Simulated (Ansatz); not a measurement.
A plane-wave DFT run in Ansatz 0.2.0 (scalar-relativistic PAW potentials unless the input names others): input and command.

```yaml
crystal:
  lattice:
    - [0.0, 2.8990932, 2.8990932]
    - [2.8990932, 0.0, 2.8990932]
    - [2.8990932, 2.8990932, 0.0]
  atoms:
    - { symbol: Li, position: [0.25, 0.25, 0.25] }
    - { symbol: Li, position: [0.75, 0.75, 0.75] }
    - { symbol: S, position: [0.0, 0.0, 0.0] }
basis:
  ecutwfc: 420
kpoints:
  mp_grid: { grid: [8, 8, 8] }
hamiltonian:
  xc: pbe
scf:
  occupations: { method: gaussian, width: 0.02 }
  convergence: { dr2_threshold: 1.0e-05 }
  lower_state_search: "off"
output:
  forces: true
  eigenvalues: true
  stress: true
```

```bash
ansatz run input.yaml --threads 1 --pin off --max-ram 1331MiB --backend cpu --events-out ev --progress --plain --runs-dir out
```

Abridged log:
```
Warning: scf.convergence.dr2_threshold = 1e-5 eV is looser than this run's default, which is 1e-7 eV or tighter. The error in the forces grows as the threshold's square root, so leave the key out unless less accurate forces are enough
Warning: output.stress: scf.convergence.dr2_threshold = 1e-5 eV is looser than the 3e-10 eV advised for a printed stress (1e-10 eV for each atom of the cell: 3). ...
Basis set: ecut = 420 eV, 941 PW (Γ), exchange–correlation on 60×60×60 points (8 copies of the dense FFT grid, shifted against one another)
Bands: 10, of which v1, the nominal top of the filled ones, is band 6 counted from 1 (5 counted from 0)
Symmetry: 48 space group operations
k-points: 29 of 512
SCF iter   1: F=—  HF=-1315.493103 eV  |F-HF|=—  |Δ(HF+E_count)|=         —  Δρ=3.51e-4  dr2=6.77e-5  ethr=1.77e-3  ⟨swp⟩=5.3  Hψ=1795  notcnv=0
SCF iter   2: F=—  HF=-1315.492968 eV  |F-HF|=—  |Δ(HF+E_count)|=   1.35e-4  Δρ=3.36e-4  dr2=9.17e-5  ethr=5.64e-7  ⟨swp⟩=2.2  Hψ=770  notcnv=0
SCF iter   3: F=—  HF=-1315.492956 eV  |F-HF|=—  |Δ(HF+E_count)|=   1.20e-5  Δρ=1.53e-4  dr2=1.67e-5  ethr=5.64e-7  ⟨swp⟩=2.2  Hψ=375  notcnv=0
SCF iter   4: F=-1315.492967 eV  HF=-1315.492970 eV  |F-HF|=2.90e-6  |Δ(HF+E_count)|=   1.40e-5  Δρ=6.91e-5  dr2=3.83e-6  ethr=1.39e-7  ⟨swp⟩=2.0  Hψ=406  notcnv=0
SCF iter   5: F=-1315.492968 eV  HF=-1315.492969 eV  |F-HF|=6.08e-7  |Δ(HF+E_count)|=   9.68e-7  Δρ=3.16e-5  dr2=7.99e-7  ethr=3.19e-8  ⟨swp⟩=1.8  Hψ=364  notcnv=0
SCF iter   6: F=-1315.492969 eV  HF=-1315.492969 eV  |F-HF|=6.27e-8  |Δ(HF+E_count)|=   2.30e-7  Δρ=1.02e-5  dr2=8.28e-8  ethr=6.66e-9  ⟨swp⟩=1.3  Hψ=830  notcnv=0
SCF 1 converged in 6 iterations: F = -1315.492969 eV  dr2 = 8.28e-8
SCF converged after 6 iterations
Free energy (F): -1315.492969 eV
Harris-Foulkes:  -1315.492969 eV  (|F-HF|=6.27e-8)
Internal energy: -1315.492969 eV  (E = F + TS)
E sigma→0 (E₀):  -1315.492969 eV
Fermi energy:    3.694976 eV
--- Forces (eV/Å), atoms counted from 1 ---
  atom   1  Li     0.00000000     0.00000000     0.00000000
  atom   2  Li     0.00000000     0.00000000     0.00000000
  atom   3  S      0.00000000     0.00000000     0.00000000
--- Stress (GPa, compression-positive) ---
       -1.787479       0.000000       0.000000
        0.000000      -1.787479       0.000000
        0.000000       0.000000      -1.787479
  P = ⅓ Tr σ = -1.7875 GPa (-17.875 kbar)
```

Apart from outputs and empty bands, the input differs from a reference run on usual settings in scf.convergence.dr2_threshold: not typed → 1e-05; scf.lower_state_search: not typed → "off". The reference, at the same geometry (not necessarily relaxed), gave pressure -1.79 GPa, largest force 0.000 eV/Å, gap on the mesh 3.42 eV. This run converged in 6 SCF iterations (reference: 6) with an energy at zero smearing within 0.01 meV/atom of the reference's, pressure -1.79 GPa, largest force 0.000 eV/Å, gap on the mesh 3.42 eV.

The SCF went on to a residual of 8.3e-08 eV, far under the typed threshold, which therefore didn't bind.